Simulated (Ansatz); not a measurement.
HF on a (111) slab of Pd (Fm-3m (No. 225)), 3 planes, outer planes Pd (top) and Pd (bottom), 1 a cell of 26.2 Å², relaxed and still whole (its atoms last):

```
CELL_PARAMETERS angstrom
5.50020 0.00000 0.00000
-2.75010 4.76331 0.00000
0.00000 0.00000 22.71789
ATOMIC_POSITIONS crystal
Pd 0.33333 0.16667 0.35215
Pd 0.33333 0.66667 0.35215
Pd 0.83333 0.16667 0.35215
Pd 0.83333 0.66667 0.35215
Pd 0.66501 0.33279 0.45261
Pd 0.66480 0.83272 0.45276
Pd 0.16477 0.33289 0.45268
Pd 0.16470 0.83296 0.45272
Pd 0.99637 0.49978 0.55314
Pd 0.99606 0.99993 0.55341
Pd 0.49609 0.49957 0.55294
Pd 0.49672 0.00173 0.55354
F 0.45362 0.84813 0.67107
H 0.43351 0.69424 0.64839
```

These are results of DFT PBE+D3(BJ), scalar-relativistic, plane waves, PAW (Ansatz 0.2.0), not measurements. Plane waves to 420 eV, a k mesh through Γ of 4×4×1 on the computed 14-atom cell and Gaussian smearing (0.10 eV); no spin polarisation. A dipole correction removes the field between periodic images along c.

It binds with 0.23 eV a molecule against the clean slab and the free molecule (no zero-point or thermal terms); its shortest contact is H–Pd 2.52 Å. Take first-order desorption with no barrier to adsorption, no reaction on the face and an assumed prefactor of 10^13 s⁻¹.

Task: How long does a molecule stay at 473 K?

Result: τ = ν⁻¹·exp(E/k_BT) with k_BT = 0.0408 eV: E/k_BT = 5.6, so τ ≈ 3×10^-11 s. At about one hit a site a second (10⁻⁶ mbar) the coverage is near τ × 1 s⁻¹, so a layer needs more than atmospheric pressure.

Task: Where does its peak lie in a desorption experiment heated at 5 K/s?

Result: The peak obeys E/(k_B·T_p²) = (ν/β)·exp(−E/k_BT_p). Solving gives T_p ≈ 91 K (E/k_BT_p = 29.4). An error of 0.1 eV in E moves it by about 39 K, and larger molecules have larger prefactors, which lowers it.

Task: Is this physisorption or chemisorption?

Result: The tightest contact, F–Pd 2.77 Å, is 1.42 times the sum of covalent radii, and deformation and lateral interaction add up to +0.01 eV; about 0.01 e cross the plane between them. This is physisorption.